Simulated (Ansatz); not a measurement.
# MgTe: the cost of one run

The runs shown are made with Ansatz 0.2.0. PAW datasets, plane waves. (Simulation; spin polarisation is off.)

## 1. The structure to begin with

The unstrained cell was relaxed with r2SCAN; in each strained cell the atoms were relaxed again with r2SCAN. Names of k-points are those of the unstrained zone, where strain can split equivalent points. First state: no strain.

Space group P6_3mc (No. 186), hexagonal; a = 4.578 Å, c = 7.455 Å in the conventional setting, 33.82 Å³ an atom. Near Mg stand 4 Te at 2.80 Å; near Te stand 4 Mg at 2.80 Å.

Coordinates:

```cif
data_structure
_symmetry_space_group_name_H-M 'P 1'
_symmetry_Int_Tables_number 1
_cell_length_a 4.5776
_cell_length_b 4.5776
_cell_length_c 7.4551
_cell_angle_alpha 90.000
_cell_angle_beta 90.000
_cell_angle_gamma 120.000
_cell_volume 135.29
loop_
_atom_site_label
_atom_site_type_symbol
_atom_site_fract_x
_atom_site_fract_y
_atom_site_fract_z
_atom_site_occupancy
Mg1 Mg 0.33333 0.66667 0.99939 1
Mg2 Mg 0.66667 0.33333 0.49939 1
Te1 Te 0.33333 0.66667 0.37561 1
Te2 Te 0.66667 0.33333 0.87561 1
```

## 2. No strain: PBE

input.yaml

```yaml
crystal:
  lattice:
    - [4.5776356483, 0.0, 0.0]
    - [-2.2888178241, 3.9643487607, 0.0]
    - [0.0, 0.0, 7.455089257]
  atoms:
    - { symbol: Mg, position: [0.3333333333, 0.6666666667, -0.000608052] }
    - { symbol: Mg, position: [0.6666666667, 0.3333333333, 0.499391948] }
    - { symbol: Te, position: [0.3333333333, 0.6666666667, 0.375608052] }
    - { symbol: Te, position: [0.6666666667, 0.3333333333, 0.875608052] }
kpoints:
  mp_grid: { grid: [6, 6, 4] }
  band_path:
    path:
      - [0.0, 0.0, 0.0]
      - [0.5, 0.0, 0.0]
      - [0.3333333333, 0.3333333333, 0.0]
      - [0.0, 0.0, 0.5]
      - [0.5, 0.0, 0.5]
      - [0.3333333333, 0.3333333333, 0.5]
      - [-0.010417, 0.005208, 0.0]
    npoints: 1
hamiltonian:
  xc: pbe
scf:
  occupations: { method: fermi_dirac, width: 0.02 }
  n_extra_bands: 5
output:
  forces: true
  stress: true
  eigenvalues: true
```

Launch:

```sh
$ ansatz run input.yaml --threads 4 --pin off --max-ram 4608MiB --backend cpu --events-out ev --progress --plain --runs-dir out
```

What time and memory should one allow on 4 threads of Intel Xeon at 2.70GHz, shared host?

About 3.4 s, with a peak of 0.45 GiB.
